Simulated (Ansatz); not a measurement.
# Te2Mo: single point with PBE

The system is Te2Mo.

```xyz
6
Lattice="3.5182 0.0000 0.0000 -1.7591 3.0469 0.0000 0.0000 0.0000 13.9736" Properties=species:S:1:pos:R:3 pbc="T T T"
Te    1.7591    1.0156    5.2960
Te    0.0000    2.0312   12.2828
Te    1.7591    1.0156    1.6908
Te    0.0000    2.0312    8.6776
Mo    1.7591    1.0156   10.4802
Mo    0.0000    2.0312    3.4934
```

```json
{
  "Program": "Ansatz 0.2.0",
  "Task": "single point",
  "Functional": "PBE",
  "Potentials or basis": "Ansatz PAW",
  "Cutoff": "420 eV (not typed: the program's choice for these potentials)",
  "k mesh": "9 × 9 × 2",
  "Occupations": "gaussian, width 0.014 eV",
  "Spin": "no spin polarisation"
}
```

| Item | Value |
| --- | --- |
| Pressure | 2.9 GPa |
| Largest force | 0.175 eV/Å |
| Band gap on the k mesh | 0.78 eV, indirect (least direct gap 1.04 eV) |

Forces on the atoms (eV/Å):
```
Te   0.000  0.000  0.175
Te   0.000  0.000  0.175
Te   0.000  0.000 -0.175
Te   0.000  0.000 -0.175
Mo   0.000  0.000  0.000
Mo   0.000  0.000  0.000
```

Stress tensor (GPa, compression positive):
```
2.70 0.00 0.00
0.00 2.70 0.00
0.00 0.00 3.39
```

Levels at points of the mesh, in eV from the valence-band top:
```tsv
k point	band 44	band 45	band 46	band 47	band 48	band 49
(0.00, 0.00, 0.00)	-1.01	-0.32	0.00	2.90	2.90	3.03
(0.00, 0.00, -0.50)	-1.03	-0.08	-0.08	2.94	2.94	2.94
```

It took 9 s on 2 threads of Intel(R) Xeon(R) Processor @ 2.50GHz (Skylake/Cascade Lake), with other jobs on the host, peak memory 0.53 GiB.

The gap isn't set beside the measured one, since this odd mesh misses points on the zone boundary.

Caveat: odd divisions of the mesh miss points on the zone boundary, where band edges often lie, so the gap on the mesh can be too wide; spin-orbit coupling is left out, which moves the levels of the heavy elements; this functional lacks dispersion, which binds the layers, so the pressure and a relaxed spacing across them are unreliable.
